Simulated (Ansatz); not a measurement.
AlCu3: what symmetry allows forces and stress to be

```
CELL_PARAMETERS angstrom
3.76883 0.00000 0.00000
0.00000 3.65971 0.00000
0.00000 0.00000 3.65971
ATOMIC_POSITIONS crystal
Al 0.91890 0.00000 0.00000
Cu 0.48595 0.50000 0.00000
Cu 0.48595 0.00000 0.50000
Cu 0.10920 0.50000 0.50000
```

Computed with DFT PBEsol, scalar-relativistic, plane waves, PAW in Ansatz 0.2.0.

Plane waves to 420 eV, a k mesh through Γ of 10×10×10 on the computed 4-atom cell and Gaussian smearing (0.10 eV); no spin polarisation.

This distorted cell has space group P4mm, with 8 operations.

**Question.** Without a calculation: in which directions can each atom feel a force?

**Answer.** A force must be left unchanged by every operation that keeps its atom in place, so it lies in the space that those operations leave fixed. Atoms that the group maps onto each other feel forces of one size.
| atom | site symmetry | operations at the site | equivalent to atom | allowed force (Cartesian) |
| --- | --- | --- | --- | --- |
| Al1 | 4mm | 8 | 1 | along (1.00, 0.00, 0.00) |
| Cu2 | 2mm. | 4 | 2 | along (1.00, 0.00, 0.00) |
| Cu3 | 2mm. | 4 | 2 | along (1.00, 0.00, 0.00) |
| Cu4 | 4mm | 8 | 4 | along (1.00, 0.00, 0.00) |

That leaves 3 independent force components of 12, tied by 1 condition that the forces sum to zero, so 2 remain. A relaxation in this cell that keeps the symmetry moves the atoms in these directions alone.

**Question.** And the stress tensor?

**Answer.** It must be invariant under the point group, which leaves 2 independent components: yz, xz, xy vanish; yy = zz.

**Question.** Do the computed values obey this?

**Answer.** Yes. Forces (eV/Å):
```
Al1  1.658  0.000  0.000
Cu2  0.587  0.000  0.000
Cu3  0.587  0.000  0.000
Cu4 -2.832  0.000  0.000
```

Stress (GPa, compression positive, xx yy zz yz xz xy): 2.55 2.10 2.10 0.00 0.00 0.00. The program imposes the same operations on density, forces and stress, so this confirms the analysis and is no independent test of the calculation.